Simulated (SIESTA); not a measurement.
The system is ZrB2.

```
Zr B
1.0
     3.17000    0.00000    0.00000
    -1.58500    2.74530    0.00000
     0.00000    0.00000    3.53300
Zr B
1 2
Cartesian
  0.0000 0.0000 0.0000
  1.5850 0.9151 1.7665
  0.0000 1.8302 1.7665
```

Base run:

| Quantity | Value |
| --- | --- |
| Program | SIESTA 5.4.2 |
| Functional | PBE |
| Potentials or basis | PseudoDojo 0.4 standard (PBE files) |
| Basis | DZDP (energy shift 0.003 Ry; two zetas on semicore shells) |
| Grid cutoff | 800 Ry |
| Energy shift | 0.003 Ry |
| k mesh | 7 × 7 × 6 |
| Occupations | fermi-dirac, width 0.05 eV |
| Spin | no spin polarisation |

Its results: band gap on the k mesh none (metal or under the smearing width); pressure 1.6 GPa.

Problem. The run is repeated on the same cell with these changes: basis from DZDP (energy shift 0.003 Ry; two zetas on semicore shells) to SZ (energy shift 0.003 Ry). What comes out?

Solution. Band gap on the k mesh none (metal or under the smearing width); pressure 12.4 GPa.

Caveats: the basis of atomic orbitals isn't converged, which shifts pressures, moduli and gaps; the basis has no polarisation orbitals (some runs).
